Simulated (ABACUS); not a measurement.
# Nb (Im-3m) in ABACUS: further runs

One crystal, Nb, is run at these levels: PBE; tasks: equation of state.

All numbers are computed with ABACUS 3.10.1; they aren't measurements. Logs are shortened: lines on timing, memory, paths and dates and some standing lists are left out, and cuts for length are marked.

**What was measured.**

From “Pressure effects on the electronic structure and superconductivity of (TaNb)0.67(HfZrTi)0.33 high entropy alloy”, 2019, arxiv:1910.08312, for a bulk crystal of Nb: bulk modulus 169 GPa.

How close the calculation comes is told below.

### Step 1. The structure

It takes space group Im-3m (No. 229, cubic). Conventional cell: a = 3.328 Å, b = 3.328 Å, c = 3.328 Å, α = 90.00°, β = 90.00°, γ = 90.00°. Nb (site symmetry m-3m) has 8 Nb at 2.88 Å as nearest neighbours.

### Step 2. Equation of state, PBE, 17.32 Å³/atom (volume scaled by 0.94)

The input, INPUT:

```
INPUT_PARAMETERS
suffix              Nb
calculation         scf
basis_type          lcao
pseudo_dir          ./
orbital_dir         ./
symmetry            1
dft_functional      pbe
ecutwfc             100
pseudo_rcut         10
nspin               1
nbands              11
ks_solver           genelpa
smearing_method     fd
smearing_sigma      0.00367493
scf_thr             1e-07
scf_nmax            100
mixing_type         broyden
mixing_beta         0.7
cal_force           1
cal_stress          1
out_mul             1
```

The input, STRU:

```
ATOMIC_SPECIES
Nb 92.9064 Nb.upf

NUMERICAL_ORBITAL
Nb_confined-atom_7au_3s2p2d1f.orb

LATTICE_CONSTANT
1.8897261246

LATTICE_VECTORS
-1.6299823056 1.6299823056 1.6299823056
1.6299823056 -1.6299823056 1.6299823056
1.6299823056 1.6299823056 -1.6299823056

ATOMIC_POSITIONS
Direct

Nb
0.0
1
0.0000000000 0.0000000000 0.0000000000 1 1 1
```

The input, KPT:

```
K_POINTS
0
Gamma
11 11 11 0 0 0
```

Potentials or basis: PseudoDojo NC SR 0.4.1 PBE standard, DZP LCAO (the cutoffs set its grid).

Launch:

```console
$ OMP_NUM_THREADS=1 mpirun -np 4 abacus > log
```

running log:

```text
ABACUS v3.10.1

               Atomic-orbital Based Ab-initio Computation at UStc

 ------------------------------------------------------------------------------------

 READING GENERAL INFORMATION
                           global_out_dir = OUT.Nb/
                           global_in_card = INPUT
                               pseudo_dir = ./
                              orbital_dir = ./
                                    DSIZE = 4
                                    GSIZE = 1

 READING UNITCELL INFORMATION
                                    ntype = 1
                  lattice constant (Bohr) = 1.88973
              lattice constant (Angstrom) = 1

 READING ATOM TYPE 1
                               atom label = Nb
                      L=0, number of zeta = 3
                      L=1, number of zeta = 2
                      L=2, number of zeta = 2
                      L=3, number of zeta = 1
             number of atom for this type = 1

                        TOTAL ATOM NUMBER = 1
DIRECT COORDINATES
    atom                   x                   y                   z     mag                  vx                  vy                  vz
taud_Nb1            0.0000000000        0.0000000000        0.0000000000  0.0000        0.0000000000        0.0000000000        0.0000000000

                          Volume (Bohr^3) = 116.898
                             Volume (A^3) = 17.3224

 Lattice vectors: (Cartesian coordinate: in unit of a_0)
             -1.62998            +1.62998            +1.62998
             +1.62998            -1.62998            +1.62998
             +1.62998            +1.62998            -1.62998
 Reciprocal vectors: (Cartesian coordinate: in unit of 2 pi/a_0)
                   +0           +0.306752           +0.306752
            +0.306752                  +0           +0.306752
            +0.306752           +0.306752                  +0
 The esolver type has been set to : ksdft_lcao

                PAO radial cut off (Bohr) = 10

 Read in pseudopotential file is Nb.upf
                     pseudopotential type = NC
          exchange-correlation functional = PBE
                 nonlocal core correction = 1
                        valence electrons = 13
                                     lmax = 2
                           number of zeta = 4
                     number of projectors = 6
                           L of projector = 0
                           L of projector = 0
                           L of projector = 1
                           L of projector = 1
                           L of projector = 2
                           L of projector = 2
     initial pseudo atomic orbital number = 10

 SETUP THE ELECTRONS NUMBER
            electron number of element Nb = 13
      total electron number of element Nb = 13
            AUTOSET number of electrons:  = 13
                           occupied bands = 7
                                   NLOCAL = 26
                                   NBANDS = 11
                                   NBANDS = 11
                                   NLOCAL = 26

%%%%%%%%%%%%%%%%%%%%%%%%%%%%%%%%%%%%%%%%%%%%%%%%%%%%%%%%%%%%%%%%%%%%%%%%%%%%%%%%%%%%%%%%%%%%%%%%%%%%%%%%%%
 Warning: the number of valence electrons in pseudopotential > 5 for Nb: [Kr] 4d4 5s1
 Pseudopotentials with additional electrons can yield (more) accurate outcomes, but may be less efficient.
 If you're confident that your chosen pseudopotential is appropriate, you can safely ignore this warning.
%%%%%%%%%%%%%%%%%%%%%%%%%%%%%%%%%%%%%%%%%%%%%%%%%%%%%%%%%%%%%%%%%%%%%%%%%%%%%%%%%%%%%%%%%%%%%%%%%%%%%%%%%%

 SETUP THE PLANE WAVE BASIS
 energy cutoff for charge/potential (unit:Ry) = 400
            fft grid for charge/potential = [ 36, 36, 36 ]
                        fft grid division = [ 3, 3, 3 ]
        big fft grid for charge/potential = [ 12, 12, 12 ]
                                     nbxx = 432
                                     nrxx = 11664

 SETUP PLANE WAVES FOR CHARGE/POTENTIAL
                    number of plane waves = 15707
                         number of sticks = 845

 PARALLEL PW FOR CHARGE/POTENTIAL
     PROC   COLUMNS(POT)             PW
        1            211           3926
        2            211           3926
        3            211           3928
        4            212           3927
[... 48 lines left out ...]
                             BRAVAIS TYPE = 3
                     BRAVAIS LATTICE NAME = 03. Cubic F (face-centered)
                                    ibrav = 3
                       right hand lattice = 1
(for k-lattice: )
                             BRAVAIS TYPE = 3
                     BRAVAIS LATTICE NAME = 03. Cubic F (face-centered)
                                    ibrav = 3
                       right hand lattice = 1
                        ROTATION MATRICES = 48
                               nkstot_ibz = 56
K-POINTS REDUCTION ACCORDING TO SYMMETRY
     IBZ    DIRECT_X    DIRECT_Y    DIRECT_Z  WEIGHT  ibz2bz
       1  0.00000000  0.00000000  0.00000000  0.0008       0
       2 -0.09090909  0.09090909  0.00000000  0.0090       1
       3 -0.18181818  0.18181818  0.00000000  0.0090       2
       4 -0.27272727  0.27272727  0.00000000  0.0090       3
       5 -0.36363636  0.36363636  0.00000000  0.0090       4
       6 -0.45454545  0.45454545  0.00000000  0.0090       5
[... 22 lines left out ...]
      29 -0.36363636  0.09090909  0.36363636  0.0180     172
      30 -0.36363636  0.27272727  0.18181818  0.0361     173
[... 26 further k points ...]

                               nkstot now = 56
[... K-POINTS DIRECT COORDINATES: 56 rows ...]

           k-point number in this process = 56
       minimum distributed K point number = 56
[... stars of the k points ...]

[... K-POINTS CARTESIAN COORDINATES: 56 rows ...]

[... K-POINTS DIRECT COORDINATES: 56 rows ...]

 SETUP PLANE WAVES FOR WAVE FUNCTIONS
     energy cutoff for wavefunc (unit:Ry) = 100
              fft grid for wave functions = [ 36, 36, 36 ]
                    number of plane waves = 3055
                         number of sticks = 283

 PARALLEL PW FOR WAVE FUNCTIONS
     PROC   COLUMNS(POT)             PW
        1             70            764
        2             71            764
        3             71            763
        4             71            764
 --------------- sum -------------------
        4            283           3055

 SET NONLOCAL PSEUDOPOTENTIAL PROJECTORS
 max number of nonlocal projetors among all species is 6

 -------------------------------------------
 SELF-CONSISTENT
 -------------------------------------------

 SETUP SEARCHING RADIUS FOR PROGRAM TO SEARCH ADJACENT ATOMS
                  longest orb rcut (Bohr) = 7
   longest nonlocal projector rcut (Bohr) = 1.54
                     search radius (Bohr) = 17.1
              searching radius is (Bohr)) = 17.1
         searching radius unit is (Bohr)) = 1.89
                         PeriodicBoundary = 1
                        Radius(unit:lat0) = 9.04
                                   glayer = [ 5, 5, 5 ]
                             glayer_minus = [ 4, 4, 4 ]

Find the coordinate range of the input atom(unit:lat0).
                                  min_tau = [ -19.6, -19.6, -19.6 ]
                                  max_tau = [ 19.6, 19.6, 19.6 ]
                                BoxNumber = [ 9, 9, 9 ]

 SETUP EXTENDED REAL SPACE GRID FOR GRID INTEGRATION
                          real space grid = [ 36, 36, 36 ]
                 big cell numbers in grid = [ 12, 12, 12 ]
             meshcell numbers in big cell = [ 3, 3, 3 ]
                        extended fft grid = [ 20, 20, 20 ]
                dimension of extened grid = [ 53, 53, 53 ]
                            UnitCellTotal = 125
              Atom number in sub-FFT-grid = 1
    Local orbitals number in sub-FFT-grid = 26
                                ParaV.nnr = 19097
                                 init_chg = atomic

 LCAO ALGORITHM --------------- ION=   1  ELEC=   1--------------------------------

 Density error is 0.083329719769
----------------------------------------------------------
     Energy           Rydberg                 eV
----------------------------------------------------------
 E_KohnSham     -124.5508191851      -1694.6008314854
 E_Harris       -126.1863365163      -1716.8531863668
 E_Fermi        1.4263824139         19.4069283559
----------------------------------------------------------
[... 58 lines left out ...]
 Density error is 5.015548391e-08
----------------------------------------------------------
     Energy           Rydberg                 eV
----------------------------------------------------------
 E_KohnSham     -124.5647703622      -1694.7906469870
 E_KS(sigma->0) -124.5641917518      -1694.7827745896
 E_Harris       -124.5647694293      -1694.7906342943
 E_band         -3.9721395849        -54.0437316058
 E_one_elec     -12.9620790725       -176.3581333127
 E_Hartree      14.4071718693        196.0196294882
 E_xc           -26.1732357594       -356.1051414249
 E_Ewald        -99.8354701790       -1358.3312569429
 E_entropy(-TS) -0.0011572207        -0.0157447947
 E_descf        0.0000000000         0.0000000000
 E_exx          0.0000000000         0.0000000000
 E_Fermi        1.3804692071         18.7822471300
----------------------------------------------------------

 charge density convergence is achieved
 final etot is -1694.790647 eV
 EFERMI = 18.78224713 eV

 STATE ENERGY(eV) AND OCCUPATIONS    NSPIN == 1
 1/56 kpoint (Cartesian) = 0.0000 0.0000 0.0000 (505 pws)
       1       -35.5326     0.00150263
       2       -10.7510     0.00150263
       3       -10.7510     0.00150263
       4       -10.7510     0.00150263
       5        12.8812     0.00150263
       6        19.1705    6.37292e-07
       7        19.1705    6.37292e-07
       8        19.1705    6.37292e-07
       9        22.2298    1.70614e-33
      10        22.2298    1.70614e-33
      11        33.2707        0.00000
[... 53 lines left out ...]
 6/56 kpoint (Cartesian) = 0.13943 -0.13943 0.0000 (492 pws)
       1       -35.2515      0.0180316
       2       -12.2486      0.0180316
       3       -11.2197      0.0180316
       4       -10.7669      0.0180316
       5        14.9663      0.0180316
       6        17.0696      0.0180316
       7        21.0615    2.87407e-22
       8        22.3034    4.69270e-33
       9        22.9508    1.11884e-38
      10        25.2709    7.87262e-59
      11        30.7943        0.00000

[... levels at 50 further k points ...]

 correction force for each atom along direction 1 is -2.02188e-14
 correction force for each atom along direction 2 is 2.83986e-14
 correction force for each atom along direction 3 is -7.94460e-15
------------------------------------------------------------------------------------------
 TOTAL-FORCE (eV/Angstrom)
------------------------------------------------------------------------------------------
                       Nb1         0.0000000000         0.0000000000         0.0000000000
------------------------------------------------------------------------------------------

----------------------------------------------------------------
 TOTAL-STRESS (KBAR)
----------------------------------------------------------------
        98.0758179463         0.0000000000         0.0000000000
         0.0000000000        98.0758179463        -0.0000000000
        -0.0000000000        -0.0000000000        98.0758179463
----------------------------------------------------------------
 TOTAL-PRESSURE: 98.075818 KBAR

 --------------------------------------------
 !FINAL_ETOT_IS -1694.7906469869965349 eV
 --------------------------------------------
```

It took 2.7 s on 4 MPI ranks of INTEL XEON PLATINUM 8581C at 2.10GHz (Emerald Rapids), shared host; peak memory 0.4 GiB.

What came out:

```
Free energy            : -1694.7906 eV
Pressure               : 9.8 GPa
Band gap on the k mesh : none (metal or under the smearing width)
```

Caveat: the atomic orbitals were generated for these runs and aren't a published set; the basis of atomic orbitals isn't converged, which shifts pressures, moduli and gaps.

### Step 3. Equation of state, PBE, 17.69 Å³/atom (volume scaled by 0.96)

INPUT is that of step 2.

The input, STRU:

```
ATOMIC_SPECIES
Nb 92.9064 Nb.upf

NUMERICAL_ORBITAL
Nb_confined-atom_7au_3s2p2d1f.orb

LATTICE_CONSTANT
1.8897261246

LATTICE_VECTORS
-1.6414614324 1.6414614324 1.6414614324
1.6414614324 -1.6414614324 1.6414614324
1.6414614324 1.6414614324 -1.6414614324

ATOMIC_POSITIONS
Direct

Nb
0.0
1
0.0000000000 0.0000000000 0.0000000000 1 1 1
```

KPT is that of step 2.

Potentials or basis: PseudoDojo NC SR 0.4.1 PBE standard, DZP LCAO (the cutoffs set its grid).

Launch:

```console
$ OMP_NUM_THREADS=1 mpirun -np 4 abacus > log
```

Run time: 2.6 s. Hardware: 4 MPI ranks of INTEL XEON PLATINUM 8581C at 2.10GHz (Emerald Rapids), shared host; peak memory 0.4 GiB.

Results (log left out):

* Free energy: -1694.8085 eV
* Pressure: 5.7 GPa
* Band gap on the k mesh: none (metal or under the smearing width)

Caveat: the atomic orbitals were generated for these runs and aren't a published set; the basis of atomic orbitals isn't converged, which shifts pressures, moduli and gaps.

### Step 4. Equation of state, PBE, 18.06 Å³/atom (volume scaled by 0.98)

INPUT is that of step 3.

The input, STRU:

```
ATOMIC_SPECIES
Nb 92.9064 Nb.upf

NUMERICAL_ORBITAL
Nb_confined-atom_7au_3s2p2d1f.orb

LATTICE_CONSTANT
1.8897261246

LATTICE_VECTORS
-1.6527822138 1.6527822138 1.6527822138
1.6527822138 -1.6527822138 1.6527822138
1.6527822138 1.6527822138 -1.6527822138

ATOMIC_POSITIONS
Direct

Nb
0.0
1
0.0000000000 0.0000000000 0.0000000000 1 1 1
```

KPT is that of step 3.

Launch:

```console
$ OMP_NUM_THREADS=1 mpirun -np 4 abacus > log
```

Run time: 2.5 s. Hardware: 4 MPI ranks of INTEL XEON PLATINUM 8581C at 2.10GHz (Emerald Rapids), shared host; peak memory 0.4 GiB.

Results (log left out):

| Item | Value |
| --- | --- |
| Free energy | -1694.8172 eV |
| Pressure | 1.9 GPa |
| Band gap on the k mesh | none (metal or under the smearing width) |

Caveat: the atomic orbitals were generated for these runs and aren't a published set; the basis of atomic orbitals isn't converged, which shifts pressures, moduli and gaps.

### Step 5. Equation of state, PBE, 18.43 Å³/atom

INPUT is that of step 4.

The input, STRU:

```
ATOMIC_SPECIES
Nb 92.9064 Nb.upf

NUMERICAL_ORBITAL
Nb_confined-atom_7au_3s2p2d1f.orb

LATTICE_CONSTANT
1.8897261246

LATTICE_VECTORS
-1.6639500000 1.6639500000 1.6639500000
1.6639500000 -1.6639500000 1.6639500000
1.6639500000 1.6639500000 -1.6639500000

ATOMIC_POSITIONS
Direct

Nb
0.0
1
0.0000000000 0.0000000000 0.0000000000 1 1 1
```

KPT is that of step 4.

Launch:

```console
$ OMP_NUM_THREADS=1 mpirun -np 4 abacus > log
```

Wall time 2.5 s (4 MPI ranks of INTEL XEON PLATINUM 8581C at 2.10GHz (Emerald Rapids), shared host); peak memory 0.4 GiB.

Results (log left out):

- Free energy: -1694.8175 eV
- Pressure: -1.5 GPa
- Band gap on the k mesh: none (metal or under the smearing width)

Caveat: the atomic orbitals were generated for these runs and aren't a published set; the basis of atomic orbitals isn't converged, which shifts pressures, moduli and gaps.

### Step 6. Equation of state, PBE, 18.80 Å³/atom (volume scaled by 1.02)

INPUT is that of step 5.

The input, STRU:

```
ATOMIC_SPECIES
Nb 92.9064 Nb.upf

NUMERICAL_ORBITAL
Nb_confined-atom_7au_3s2p2d1f.orb

LATTICE_CONSTANT
1.8897261246

LATTICE_VECTORS
-1.6749698576 1.6749698576 1.6749698576
1.6749698576 -1.6749698576 1.6749698576
1.6749698576 1.6749698576 -1.6749698576

ATOMIC_POSITIONS
Direct

Nb
0.0
1
0.0000000000 0.0000000000 0.0000000000 1 1 1
```

KPT is that of step 5.

Potentials or basis: PseudoDojo NC SR 0.4.1 PBE standard, DZP LCAO (the cutoffs set its grid).

Launch:

```console
$ OMP_NUM_THREADS=1 mpirun -np 4 abacus > log
```

It took 2.5 s on 4 MPI ranks of INTEL XEON PLATINUM 8581C at 2.10GHz (Emerald Rapids), shared host; peak memory 0.4 GiB.

Results (log left out):

| Quantity | Value |
| --- | --- |
| Free energy | -1694.8103 eV |
| Pressure | -4.7 GPa |
| Band gap on the k mesh | none (metal or under the smearing width) |

Caveat: the atomic orbitals were generated for these runs and aren't a published set; the basis of atomic orbitals isn't converged, which shifts pressures, moduli and gaps.

### Step 7. Equation of state, PBE, 19.17 Å³/atom (volume scaled by 1.04)

INPUT is that of step 6.

The input, STRU:

```
ATOMIC_SPECIES
Nb 92.9064 Nb.upf

NUMERICAL_ORBITAL
Nb_confined-atom_7au_3s2p2d1f.orb

LATTICE_CONSTANT
1.8897261246

LATTICE_VECTORS
-1.6858465900 1.6858465900 1.6858465900
1.6858465900 -1.6858465900 1.6858465900
1.6858465900 1.6858465900 -1.6858465900

ATOMIC_POSITIONS
Direct

Nb
0.0
1
0.0000000000 0.0000000000 0.0000000000 1 1 1
```

KPT is that of step 6.

Launch:

```console
$ OMP_NUM_THREADS=1 mpirun -np 4 abacus > log
```

Run time: 2.3 s. Hardware: 4 MPI ranks of INTEL XEON PLATINUM 8581C at 2.10GHz (Emerald Rapids), shared host; peak memory 0.4 GiB.

It converged, with:

```yaml
Free_energy: -1694.7961 eV
Pressure: -7.6 GPa
Band_gap_on_the_k_mesh: none (metal or under the smearing width)
```

Caveat: the atomic orbitals were generated for these runs and aren't a published set; the basis of atomic orbitals isn't converged, which shifts pressures, moduli and gaps.

### Step 8. Equation of state, PBE, 19.53 Å³/atom (volume scaled by 1.06)

INPUT is that of step 7.

The input, STRU:

```
ATOMIC_SPECIES
Nb 92.9064 Nb.upf

NUMERICAL_ORBITAL
Nb_confined-atom_7au_3s2p2d1f.orb

LATTICE_CONSTANT
1.8897261246

LATTICE_VECTORS
-1.6965847559 1.6965847559 1.6965847559
1.6965847559 -1.6965847559 1.6965847559
1.6965847559 1.6965847559 -1.6965847559

ATOMIC_POSITIONS
Direct

Nb
0.0
1
0.0000000000 0.0000000000 0.0000000000 1 1 1
```

KPT is that of step 7.

Launch:

```console
$ OMP_NUM_THREADS=1 mpirun -np 4 abacus > log
```

Run time: 2.3 s. Hardware: 4 MPI ranks of INTEL XEON PLATINUM 8581C at 2.10GHz (Emerald Rapids), shared host; peak memory 0.4 GiB.

Results (log left out):

```yaml
Free_energy: -1694.7755 eV
Pressure: -10.2 GPa
Band_gap_on_the_k_mesh: none (metal or under the smearing width)
```

Caveat: the atomic orbitals were generated for these runs and aren't a published set; the basis of atomic orbitals isn't converged, which shifts pressures, moduli and gaps.

### Step 9. Equation of state, PBE

Potentials or basis: PseudoDojo NC SR 0.4.1 PBE standard, DZP LCAO (the cutoffs set its grid).

No new run: the results of the series are fitted here.

What came out:

```yaml
Equilibrium_volume: 18.26 Å³/atom
Bulk_modulus: 171 GPa
Pressure_derivative_of_the_bulk_modulus: 3.4
```

Energy against volume, from the lowest point:
```
volume (Å³/atom)  energy (meV/atom)
          17.322              26.90
          17.691               9.08
          18.060               0.32
          18.428               0.00
          18.797               7.23
          19.165              21.45
          19.534              42.09
```

Caveat: the atomic orbitals were generated for these runs and aren't a published set; the basis of atomic orbitals isn't converged, which shifts pressures, moduli and gaps.

### Step 10. Against experiment

Step 9. Against the measured bulk modulus of Nb, 169 GPa (quoted in “Pressure effects on the electronic structure and superconductivity of (TaNb)0.67(HfZrTi)0.33 high entropy alloy”, 2019, arxiv:1910.08312), the calculated 171 GPa is off by +1.2 %. The fit is for a static lattice scaled at fixed shape and fixed fractional positions.
